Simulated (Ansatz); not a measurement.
Crystal: Mg.

```
CELL_PARAMETERS angstrom
3.20930 0.00000 0.00000
-1.60465 2.77934 0.00000
0.00000 0.00000 5.21030
ATOMIC_POSITIONS crystal
Mg 0.66667 0.33333 0.75000
Mg 0.33333 0.66667 0.25000
```

```yaml
Program: Ansatz 0.2.0
Task: single point
Functional: PBE
Potentials_or_basis: all-electron LAPW, scalar-relativistic
Cutoff: 104 eV (chosen from the basis error)
Basis_error_allowed: 0.001 eV/atom
k_mesh: 10 × 10 × 5
Occupations: fermi-dirac, width 0.05 eV
Spin: no spin polarisation
```

On this cell: pressure -0.4 GPa; largest force under 0.003 eV/Å; band gap on the k mesh none (metal or under the smearing width).

The same run follows on a disturbed copy (atoms moved at random, drawn with an rms of 0.05 Å):

```
CELL_PARAMETERS angstrom
3.20930 0.00000 0.00000
-1.60465 2.77934 0.00000
0.00000 0.00000 5.21030
ATOMIC_POSITIONS crystal
Mg 0.67167 0.33858 0.75431
Mg 0.33659 0.68100 0.24316
```

What does the disturbed cell give?

The energy (extrapolated to zero smearing) moves by +2.5 meV/atom; pressure -0.3 GPa; largest force 0.156 eV/Å; band gap on the k mesh none (metal or under the smearing width).

Forces on the atoms (eV/Å):
```
Mg  -0.013  0.017 -0.155
Mg   0.013 -0.017  0.155
```

Stress tensor (GPa, compression positive):
```
-0.80  0.05  0.01
 0.05 -0.67 -0.02
 0.01 -0.02  0.46
```
